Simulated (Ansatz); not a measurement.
Crystal: Y.

```
CELL_PARAMETERS angstrom
0.00000 2.55199 2.55199
2.55199 0.00000 2.55199
2.55199 2.55199 0.00000
ATOMIC_POSITIONS crystal
Y 0.00000 0.00000 0.00000
```

This isn't the form of Y at room conditions, which is hcp.

```yaml
Program: Ansatz 0.2.0
Task: single point
Functional: PBE
Potentials_or_basis: all-electron LAPW, scalar-relativistic
Cutoff: 129 eV (chosen from the basis error)
Basis_error_allowed: 0.001 eV/atom
k_mesh: 9 × 9 × 9
Occupations: fermi-dirac, width 0.05 eV
Spin: no spin polarisation
```

On this cell: pressure -0.8 GPa; band gap on the k mesh none (metal or under the smearing width).

The same run follows on a disturbed copy (cell strained at random at fixed volume):

```
Y
1.0
     0.02633    2.56043    2.58486
     2.55941    0.04610    2.56509
     2.57995    2.56119    0.02557
Y
1
Direct
  0.01034 0.99772 0.00314
```

Task: What does the disturbed cell give?

Result: The energy (extrapolated to zero smearing) moves by +2.2 meV/atom; pressure -0.8 GPa; band gap on the k mesh none (metal or under the smearing width).

Stress tensor (GPa, compression positive):
```
-0.86 -0.55 -0.08
-0.55 -0.67 -0.53
-0.08 -0.53 -0.92
```
